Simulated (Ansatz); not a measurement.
Consider LaAlO$_{3}$ in the cubic perovskite structure (space group Pm-3m, No. 221; a = 3.7869 Å).

Computed with plane-wave PAW DFT at the r2SCAN level (Ansatz, a first-principles code, 500 eV), no spin-orbit coupling.

For the base:

| Item | Result |
|---|---|
| Gap between the host's bands | 4.02 eV |
| Gap character | indirect, R → Γ |

Now apply this change: 0.380 electrons added to each cell, a density of 7.0×10^21 cm⁻³, with a uniform compensating background at fixed cell and a 300 K Fermi–Dirac width.

Estimate the effect on the gap between the host's bands, Fermi level from band edge and gap character.

The gap between the host's bands rises by 0.15 eV to 4.17 eV; the Fermi level relative to the doped band's edge (positive inside the band; to 0.05 eV) is +1.05 eV; the gap character stays indirect, R → Γ.

Charged cell with a jellium background: band edges are those of the host's band count, energies are not comparable with the neutral cell, and many-body gap narrowing is missing. No phonon test of stability was made. Many cubic perovskites are stable only at high temperature; tilts and polar distortions were not tested.
